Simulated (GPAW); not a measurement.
SnO2 (Cassiterite):

```
CELL_PARAMETERS angstrom
4.73800 0.00000 0.00000
0.00000 4.73800 0.00000
0.00000 0.00000 3.18650
ATOMIC_POSITIONS crystal
Sn 0.50000 0.50000 0.50000
Sn 0.00000 0.00000 0.00000
O 0.80710 0.19290 0.50000
O 0.69290 0.69290 0.00000
O 0.19290 0.80710 0.50000
O 0.30710 0.30710 0.00000
```

Base run:

- Program: GPAW 26.7.0
- Functional: LDA
- Potentials or basis: JTH PAW 2.0, LDA
- Cutoff: 800 eV
- Basis: pw
- k mesh: 4 × 4 × 5
- Occupations: fermi-dirac, width 0.05 eV
- Spin: no spin polarisation

Its results: band gap on the k mesh 1.13 eV, direct; pressure -2.2 GPa; largest force 0.137 eV/Å.

Problem. The run is repeated on the same cell with these changes: functional from LDA to PBE; potentials or basis from JTH PAW 2.0, LDA to JTH PAW 2.0, PBE. What comes out?

Solution. Band gap on the k mesh 1.28 eV, direct; pressure 9.5 GPa; largest force 0.256 eV/Å.

Caveats: the program truncates these outside data sets; spin-orbit coupling is left out, which moves the levels of the heavy elements.
